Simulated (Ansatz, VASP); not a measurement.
# Two plane-wave programs on SnO

The input INCAR:

```
SYSTEM = SnO
  PREC = Accurate
  ENCUT = 520
  EDIFF = 1E-7
  ISMEAR = -1
  SIGMA = 0.02
  LREAL = .FALSE.
  LASPH = .TRUE.
  NELM = 60
  ALGO = Fast
  ISIF = 2
  LWAVE = .FALSE.
  LCHARG = .FALSE.
  GGA = PE
  NBANDS = 17
```

File KPOINTS:

```
regular mesh
0
G
  8 8 8
  0 0 0
```

The input POSCAR:

```
SnO
1.0
    3.2179224933      0.0000000000      0.0000000000
    0.0000000000      3.2179224933      0.0000000000
    0.0000000000      0.0000000000      3.0301771964
Sn O
1 1
Direct
    0.0000000000      0.0000000000      0.0000000000
    0.5000000000      0.5000000000      0.5000000000
```

Input for Ansatz:

```yaml
crystal:
  lattice:
    - [3.2179224933, 0.0, 0.0]
    - [0.0, 3.2179224933, 0.0]
    - [0.0, 0.0, 3.0301771964]
  atoms:
    - { symbol: Sn, position: [0.0, 0.0, 0.0] }
    - { symbol: O, position: [0.5, 0.5, 0.5] }
kpoints:
  mp_grid: { grid: [8, 8, 8] }
  band_path:
    path:
      - [0.0, 0.0, 0.0]
      - [0.0, 0.5, 0.0]
      - [0.5, 0.5, 0.0]
      - [0.5, 0.5, 0.5]
      - [0.0, 0.125, -0.5]
    npoints: 1
hamiltonian:
  xc: pbe
scf:
  occupations: { method: fermi_dirac, width: 0.02 }
  n_extra_bands: 4
output:
  forces: true
  stress: true
  eigenvalues: true
```

Change from the starting cell: epitaxial_xy strain +3.7%.

Alike in both runs: task single point; functional PBE; k mesh 8 × 8 × 8; occupations fermi-dirac, width 0.02 eV; no spin polarisation.

|  | VASP | Ansatz |
| --- | --- | --- |
| version | VASP 6.6.1 | Ansatz 0.2.0 |
| potentials or method | VASP PAW PBE potentials, release 64 (Sn_d, O) | plane waves, PAW |
| plane-wave cutoff (eV) | 520 | 420 |
| valence electrons in the cell | 20 | 20 |

VASP gave:

* pressure (GPa): -1.9
* largest component of the traceless stress (GPa): 5.40

**Question.** What did Ansatz give for the same quantities?

**Answer.** Pressure (GPa): -1.9; largest component of the traceless stress (GPa): 5.41.
